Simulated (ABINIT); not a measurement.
Crystal: Ti.

```
Ti
1.0
    -1.64100    1.64100    1.64100
     1.64100   -1.64100    1.64100
     1.64100    1.64100   -1.64100
Ti
1
Direct
  0.00000 0.00000 0.00000
```

This isn't the form of Ti at room conditions, which is hcp.

Base run:

| Item | Value |
| --- | --- |
| Program | ABINIT 10.8.3 (patched build) |
| Functional | LDA |
| Potentials or basis | PseudoDojo NC SR LDA v0.4.1 standard |
| Cutoff | 1143 eV |
| k mesh | 11 × 11 × 11 |
| Occupations | fermi-dirac, width 0.05 eV |
| Spin | no spin polarisation |

Its results: band gap on the k mesh none (metal or under the smearing width); pressure -10.9 GPa.

Q: After a change of settings the same cell gave: band gap on the k mesh none (metal or under the smearing width); pressure -2.6 GPa. Which change was it?
A. potentials or basis from PseudoDojo NC SR LDA v0.4.1 standard to JTH PAW LDA v2.0; cutoff from 1143 eV to 408 eV; k mesh from 11 × 11 × 11 to 9 × 9 × 9
B. functional from LDA to r2SCAN; potentials or basis from PseudoDojo NC SR LDA v0.4.1 standard to PseudoDojo NC SR PBE v0.4.1 standard; cutoff from 1143 eV to 1361 eV
C. functional from LDA to rPW86PBE; potentials or basis from PseudoDojo NC SR LDA v0.4.1 standard to JTH PAW PBE v2.0; cutoff from 1143 eV to 408 eV
D. functional from LDA to RPBE; potentials or basis from PseudoDojo NC SR LDA v0.4.1 standard to JTH PAW PBE v2.0; cutoff from 1143 eV to 408 eV

A: B.

Caveats: a meta-GGA on potentials with a model core is unreliable (some runs); the potentials were made for another functional, which shifts forces and pressure (some runs).

Runs at the PBE level aren't shown here.
